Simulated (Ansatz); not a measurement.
## Li2H: balancing the decomposition

These are results of DFT PBE, scalar-relativistic, plane waves, PAW in Ansatz, not measurements. Settings: cutoff 420 eV, Γ-centred meshes spaced at most about 0.3 Å⁻¹, and about 0.25 Å⁻¹ or finer for metals (2π included), Gaussian smearing. No spin polarisation.

Energies over the elements count from the elements' standard structures at the same level (H₂ as a molecule), with no fitted energy shifts.

These are static total energies at zero pressure. With hydrogen, zero-point motion can shift formation energies by some tens of meV/atom.

A trial structure of Li2H (reached from: a relaxed cell, shaken at random and relaxed again; relaxed: space group Pmmn (No. 59), a = 2.823 Å, b = 4.177 Å, c = 5.985 Å) has a formation energy of -0.241 eV/atom. At its composition the lowest mixture among the elements and 1 reference phase computed alike (others may be missing) consists of these:

```json
{"phase": "Li (solid)", "source": "element", "ΔE_f (eV/atom)": "-0.004"}
{"phase": "LiH (Fm-3m)", "source": "textbook type", "ΔE_f (eV/atom)": "-0.417"}
```

The lowest database cell of Li (-0.004) lies slightly below the reference, hence the non-zero entry.

**Question.** Write the balanced decomposition and find its energy per atom, per formula unit and per mole of formula units.

**Answer.** Balancing Li and H gives Li2H → Li + LiH. The left side holds 3 atoms, and the products take 1/3 (Li) and 2/3 (LiH) of them. The mixture therefore lies at 1/3 × (-0.004) + 2/3 × (-0.417) = -0.279 eV/atom. The reaction energy is -0.279 − (-0.241) = -0.038 eV/atom. Times 3 atoms that is -0.114 eV per Li2H, and times 96.485 it is -11 kJ per mole of Li2H. Decomposition is downhill, so the trial structure is unstable against this mixture.
